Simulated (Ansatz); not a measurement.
**How far is this Sn₄Se₃ from the hull?**

Method: Ansatz, DFT PBE, scalar-relativistic, plane waves, PAW. All cells share a 420 eV cutoff and Γ-centred k meshes spaced about 0.3 Å⁻¹ or finer (0.25 for metals, 2π included). No spin polarisation.

The zero of energy is the elements' standard structures at the same level; no fitted shifts are applied. The references include grey tin.

These are static total energies at zero pressure. Weakly bound directions are ill-defined at this level, which has no dispersion term (SnSe Pnma). The reference form of Se is held partly by dispersion forces, which this level lacks.

The competitors are the elements and 2 reference phases of this chemical system (from databases or known types: SnSe, SnSe2), relaxed at the same level; other known phases may be missing.

The candidate was reached from: a cell proposed by chemical analogy.

```yaml
crystal:
  lattice:
    - [4.28547, 0.00000, 0.00000]
    - [0.00000, 4.28547, 0.00000]
    - [0.00000, 0.00000, 21.76021]
  atoms:
    - { symbol: Sn, position: [0.50000, 0.50000, 0.00000] }
    - { symbol: Sn, position: [0.00000, 0.00000, 0.00000] }
    - { symbol: Sn, position: [0.50000, 0.00000, 0.28179] }
    - { symbol: Sn, position: [0.50000, 0.00000, 0.56593] }
    - { symbol: Sn, position: [0.50000, 0.00000, 0.85104] }
    - { symbol: Sn, position: [0.00000, 0.50000, 0.14896] }
    - { symbol: Sn, position: [0.00000, 0.50000, 0.43407] }
    - { symbol: Sn, position: [0.00000, 0.50000, 0.71821] }
    - { symbol: Se, position: [0.50000, 0.00000, 0.43558] }
    - { symbol: Se, position: [0.50000, 0.00000, 0.15261] }
    - { symbol: Se, position: [0.50000, 0.00000, 0.72019] }
    - { symbol: Se, position: [0.00000, 0.50000, 0.27981] }
    - { symbol: Se, position: [0.00000, 0.50000, 0.56442] }
    - { symbol: Se, position: [0.00000, 0.50000, 0.84739] }
```

The lowest competing mixture at this composition:

```
phase    space group             source  share of atoms  ΔE_f (eV/atom)
   Sn              -            element          0.1429           0.000
 SnSe  Pnma (No. 62)  Materials Project          0.8571          -0.438
```

Problem. What are the hull's energy here, the candidate's formation energy and its margin?

Solution. The hull lies at -0.375 eV/atom, the weighted sum of the last column. The candidate has -0.302 eV/atom, which is 73 meV/atom above it (74 meV/atom from unrounded values). The candidate matches no cell in the subsets of the Crystallography Open Database and the Materials Project at hand. It is metastable at best. Phonons aren't part of this comparison.
